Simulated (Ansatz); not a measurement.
# CaF$_{2}$: zone-centre modes under pressure

CaF$_{2}$, Fm-3m, a = 5.511 Å. Ansatz: PBE, PAW, 420 eV, Γ-centred 8×8×8 mesh on 3 atoms, fixed occupations; no spin polarisation. Cell and atoms are relaxed at each pressure with the symmetry kept; optical modes at Γ by linear response, in cm⁻¹, matched by rank (the highest 2 distinct ones), without the LO field. The real crystal is known to change phase within this range, so the rows at high pressure are metastable.

| P (GPa) | V (Å³/atom) | ω1 | ω2 |
| --- | --- | --- | --- |
| 0 | 13.947 | 228.3 | 305.8 |
| 3 | 13.459 | 251.8 | 323.1 |
| 8 | 12.809 | 284.8 | 348.5 |
| 15 | 12.113 | ? | ? |

Question: Get each mode's Grüneisen parameter γ = −d ln ω/d ln V from the other rows and predict the missing frequencies.

Answer: ln(V/V0) = 0.0000, -0.0356, -0.0851, -0.1410; a line through ln(ω/ω0) of the 3 known rows gives ω1: γ = 2.591 (intercept 0.0021), predicted 329.7, computed 323.2; ω2: γ = 1.535 (intercept 0.0001), predicted 379.7, computed 378.9. The worst miss is 2.0 %: γ isn't constant over this range.

Cost: 4 runs of about 2.2 core-minutes in all, on AMD EPYC 7R43 (Zen 3) (shared hosts).